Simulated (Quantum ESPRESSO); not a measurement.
# SnSe: equation of state with PBEsol

SnSe:

```
Sn Se
1.0
     0.00000    3.01000    3.01000
     3.01000    0.00000    3.01000
     3.01000    3.01000    0.00000
Sn Se
1 1
Direct
  0.00000 0.00000 0.00000
  0.50000 0.50000 0.50000
```

Measurements of this composition are mostly on another form, of space group No. 62.

```
Program             : Quantum ESPRESSO 7.5
Task                : equation of state
Functional          : PBEsol
Potentials or basis : PseudoDojo 0.4.1 SR PBEsol standard
Cutoff              : 1170 eV
Density cutoff      : 4680 eV
k mesh              : 8 × 8 × 8
Occupations         : fermi-dirac, width 0.05 eV
Spin                : no spin polarisation
```

```json
{
  "Equilibrium volume": "26.28 Å³/atom",
  "Bulk modulus": "56 GPa",
  "Pressure derivative of the bulk modulus": "4.4"
}
```

Energy against volume, from the lowest point:
| volume (Å³/atom) | energy (meV/atom) |
| --- | --- |
| 25.635 | 2.88 |
| 26.180 | 0.00 |
| 26.725 | 1.19 |
| 27.271 | 6.02 |
| 27.816 | 14.11 |
| 28.362 | 25.12 |
| 28.907 | 38.74 |

All runs of the series together: 6.4 min on 1 thread of Intel(R) Xeon(R) Platinum 8175M CPU @ 2.50GHz (Skylake/Cascade Lake), with other jobs on the host.
